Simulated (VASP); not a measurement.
# Ge (I4_1/amd) in VASP: single point with PBEsol

Aim: the single point of Ge with PBEsol.

Program: VASP 6.6.1. These are calculated values, not measurements. Logs are shortened: lines on timing, memory, paths and dates and some standing lists are left out, and cuts for length are marked.

### 1 The crystal as given

The structure is tetragonal, space group I4_1/amd (No. 141). The conventional cell has a = 5.149 Å, b = 5.149 Å, c = 2.795 Å, α = 90.00°, β = 90.00°, γ = 90.00°. Ge (site symmetry -4m2) is surrounded by 6 Ge at 2.67 to 2.79 Å.

This isn't the form of Ge at room conditions, which is diamond.

### 2 Single point, PBEsol

File INCAR:

```
ALGO = Normal
EDIFF = 1E-6
ENCUT = 520
GGA = PS
ISIF = 2
ISMEAR = 0
LASPH = T
LCHARG = F
LREAL = F
LWAVE = F
NBANDS = 21
NELM = 100
PREC = Accurate
SIGMA = 0.1
```

File KPOINTS:

```
k-points
0
Gamma
  8 8 8
```

File POSCAR:

```
Ge
1.0
   -2.5744897190      2.5744897190      1.3974126432
    2.5744897190     -2.5744897190      1.3974126432
    2.5744897190      2.5744897190     -1.3974126432
Ge
2
Direct
    0.2500000000      0.7500000000      0.5000000000
    0.5000000000      0.5000000000      0.0000000000
```

Potentials or basis: VASP PAW PBE potentials, release 64 (Ge_d).

Command:

```bash
$ cat potpaw_PBE.64/Ge_d/POTCAR > POTCAR
$ mpirun -np 1 vasp_std > vasp.out
```

OUTCAR:

```text
EDIFF = 1E-6
   ENCUT = 520
   GGA = PS
   ISIF = 2
   ISMEAR = 0
   LASPH = T
   LREAL = F
   NELM = 100
   PREC = Accurate

 ion  position               nearest neighbor table
   1  0.250  0.750  0.500-   2 2.67   2 2.67   2 2.67   2 2.67
   2  0.500  0.500  0.000-   1 2.67   1 2.67   1 2.67   1 2.67

  LATTYP: Found a body centered tetragonal cell.
 ALAT       =     5.1489794380
 C/A-ratio  =     0.5427920853

  Lattice vectors:

 A1 = (  -2.5744897190,   2.5744897190,   1.3974126432)
 A2 = (   2.5744897190,  -2.5744897190,   1.3974126432)
 A3 = (   2.5744897190,   2.5744897190,  -1.3974126432)

Analysis of symmetry for initial positions (statically):
=====================================================================
 Subroutine PRICEL returns:
 Original cell was already a primitive cell.

 Routine SETGRP: Setting up the symmetry group for a
 body centered tetragonal supercell.

 Subroutine GETGRP returns: Found 16 space group operations
 (whereof  8 operations were pure point group operations)
 out of a pool of 16 trial point group operations.

The static configuration has the point symmetry D_2d.
 The point group associated with its full space group is D_4h.

Analysis of symmetry for dynamics (positions and initial velocities):
=====================================================================
 Subroutine PRICEL returns:
 Original cell was already a primitive cell.

 Routine SETGRP: Setting up the symmetry group for a
 body centered tetragonal supercell.

 Subroutine GETGRP returns: Found 16 space group operations
 (whereof  8 operations were pure point group operations)
 out of a pool of 16 trial point group operations.

The dynamic configuration has the point symmetry D_2d.
 The point group associated with its full space group is D_4h.

 Subroutine INISYM returns: Found 16 space group operations
 (whereof  8 operations are pure point group operations),
 and found     1 'primitive' translations

----------------------------------------------------------------------------------------

                                     Primitive cell

  volume of cell :      37.0482

  direct lattice vectors                    reciprocal lattice vectors
    -2.574489719  2.574489719  1.397412643     0.000000000  0.194213244  0.357804119
     2.574489719 -2.574489719  1.397412643     0.194213244  0.000000000  0.357804119
[... 77 lines left out ...]
   ISTART =      0    job   : 0-new  1-cont  2-samecut
   ICHARG =      2    charge: 1-file 2-atom 10-const
   ISPIN  =      1    spin polarized calculation?
   LNONCOLLINEAR =      F non collinear calculations
   LSORBIT =      F    spin-orbit coupling
   LASPH  =      T    aspherical Exc in radial PAW
   ENCUT  =  520.0 eV  38.22 Ry    6.18 a.u.   7.25  7.25  7.25*2*pi/ulx,y,z
   NELM   =    100;   NELMIN=  2; NELMDL= -5     # of ELM steps
   EDIFF  = 0.1E-05   stopping-criterion for ELM
   LREAL  =      F    real-space projection
   EDIFFG = 0.1E-04   stopping-criterion for IOM
   NSW    =      0    number of steps for IOM
   IBRION =     -1    ionic relax: 0-MD 1-quasi-New 2-CG
   NFREE  =      0    steps in history (QN), initial steepest desc. (CG)
   ISIF   =      2    stress and relaxation
   ISYM   =      2    0-nonsym 1-usesym 2-fastsym
   POTIM  = 0.5000    time-step for ionic-motion
   TEBEG  =    0.0;   TEEND  =   0.0 temperature during run
   PSTRESS=    0.0 pullay stress
   NELECT =      28.0000    total number of electrons
   NUPDOWN=      -1.0000    fix difference up-down
   EMIN   =  10.00;   EMAX   =-10.00  energy-range for DOS
   EFERMI =   0.00;   METHOD = LEGACY
   ISMEAR =     0;   SIGMA  =   0.10  broadening in eV -4-tet -1-fermi 0-gaus
   EFERMI_NEDOS =   21; number of points for ismear=-14 and -15
   IALGO  =     38    algorithm
   IMIX   =      4    mixing-type and parameters
     AMIX     =   0.40;   BMIX     =  1.00
     AMIX_MAG =   1.60;   BMIX_MAG =  1.00
  volume/ion in A,a.u.               =      18.52       125.01
  Fermi-wavevector in a.u.,A,eV,Ry     =   1.491209  2.817976 30.255333  2.223704
  Thomas-Fermi vector in A             =   2.603893
   LORBIT       =      0    0 simple, 1 ext, 2 COOP (PROOUT), +10 PAW based schemes
   GGA     = PS    functional components
   LHFCALC =     F    Hartree Fock is set to
   AEXX    =    0.0000 exact exchange contribution
   IVDW    =     0    specifies the selected vdW correction
   LEPSILON=     F    determine dielectric tensor
   LRPA    =     F    only Hartree local field effects (RPA)
 non-spin polarized calculation
 Gauss-broadening in eV      SIGMA  =   0.10
  energy-cutoff  :      520.00
  volume of cell :       37.05
 maximum number of plane-waves:      1021
 NGX is ok and might be reduce to    30
   NGX = 15   NGY = 15   NGZ = 15

 number of electron      28.0000028 magnetization

 Free energy of the ion-electron system (eV)
  ---------------------------------------------------
  ext. energy  EPLUGINS =         0.00000000
  ---------------------------------------------------
  free energy    TOTEN  =        -9.51825390 eV

  energy without entropy =       -9.51476232  energy(sigma->0) =       -9.51650811

 E-fermi :   6.6090     XC(G=0): -11.4702

 val. band max:        6.5515023424   @ k =  -0.2500   0.2500   0.2500
 cond. band min:       6.6990109166   @ k =   0.3750   0.3750   0.1250
 fundamental gap:      0.1475085742
 Fermi energy:         6.6090197813

 k-point     1 :       0.0000    0.0000    0.0000
  band No.  band energies     occupation
      1     -18.0207      2.00000
      2     -17.9699      2.00000
      3     -17.9449      2.00000
      4     -17.9374      2.00000
      5     -17.8327      2.00000
      6     -17.8327      2.00000
[... 565 lines left out ...]
     20      16.6346      0.00000
     21      16.8048      0.00000

 [... further k-points ...]
[... 5 lines left out ...]
  --------------------------------------------------------------------------------------
  -------------------------------------------------------------------------------------
  Total       -0.5618925     -0.5618925      0.5452068      0.0000000      0.0000000      0.0000000
  in kB      -24.2994732    -24.2994732     23.5778846      0.0000000      0.0000000      0.0000000
  external PRESSURE =      -8.3403539 kB  Pullay stress =       0.0000000 kB

 VOLUME and BASIS-vectors are now :
 -----------------------------------------------------------------------------
  energy-cutoff  :      520.00
  volume of cell :       37.05
      direct lattice vectors                 reciprocal lattice vectors
    -2.574489719  2.574489719  1.397412643     0.000000000  0.194213244  0.357804119
     2.574489719 -2.574489719  1.397412643     0.194213244  0.000000000  0.357804119
     2.574489719  2.574489719 -1.397412643     0.194213244  0.194213244  0.000000000

 POSITION                                       TOTAL-FORCE (eV/Angst)
 -----------------------------------------------------------------------------------
      2.57449      0.00000      0.69871         0.000000     -0.000000      0.000000
      0.00000      0.00000      1.39741        -0.000000      0.000000     -0.000000
 -----------------------------------------------------------------------------------
    total drift:                                0.000000     -0.000000      0.000000

  FREE ENERGIE OF THE ION-ELECTRON SYSTEM (eV)
  ---------------------------------------------------
  free  energy   TOTEN  =        -9.5182539004 eV

  energy  without entropy=       -9.5147623241  energy(sigma->0) =       -9.51650811
```

OSZICAR:

```text
N       E                     dE             d eps       ncg     rms          rms(c)
DAV:   1     0.174931359576E+03    0.17493E+03   -0.14122E+04  2767   0.383E+03
DAV:   2     0.142103224595E+02   -0.16072E+03   -0.15585E+03  2513   0.594E+02
DAV:   3    -0.891103119219E+01   -0.23121E+02   -0.22932E+02  2861   0.132E+02
DAV:   4    -0.955357946958E+01   -0.64255E+00   -0.64225E+00  2748   0.257E+01
DAV:   5    -0.956306066390E+01   -0.94812E-02   -0.94810E-02  2839   0.342E+00    0.216E+00
DAV:   6    -0.953092298170E+01    0.32138E-01   -0.33079E-02  3387   0.322E+00    0.118E+00
DAV:   7    -0.951879052953E+01    0.12132E-01   -0.17324E-02  3365   0.203E+00    0.138E-01
DAV:   8    -0.951824905277E+01    0.54148E-03   -0.22823E-03  2968   0.887E-01    0.456E-02
DAV:   9    -0.951825372201E+01   -0.46692E-05   -0.51554E-05  3063   0.913E-02    0.958E-03
DAV:  10    -0.951825390039E+01   -0.17838E-06   -0.26238E-06  2445   0.220E-02
   1 F= -.95182539E+01 E0= -.95165081E+01  d E =-.349158E-02
```

Run time: 45 s. Hardware: 1 thread of Intel Xeon Platinum 8488C (Sapphire Rapids), shared host; peak memory 0.18 GiB.

Results:

* Free energy: -9.5183 eV
* Pressure: -0.8 GPa
* Band gap on the k mesh: none (metal or under the smearing width)

Levels at points of the mesh, in eV from the Fermi level:
```
           k point  band 11  band 12  band 13  band 14  band 15  band 16  band 17  band 18
(0.00, 0.00, 0.00)   -13.27    -4.02    -2.30    -2.30     3.29     7.64     7.64     8.20
(0.50, 0.00, 0.00)    -8.00    -6.35    -2.59    -1.96    -1.31     2.51     3.61     5.56
(0.50, 0.50, 0.00)   -10.52   -10.52     0.66     0.66     1.95     1.95     7.58     7.58
(0.50, 0.50, 0.50)    -8.83    -8.83    -5.88    -5.88     6.21     6.21    11.06    11.06
```

Caveat: the PAW data sets were made with another functional, which shifts forces and pressure a little.
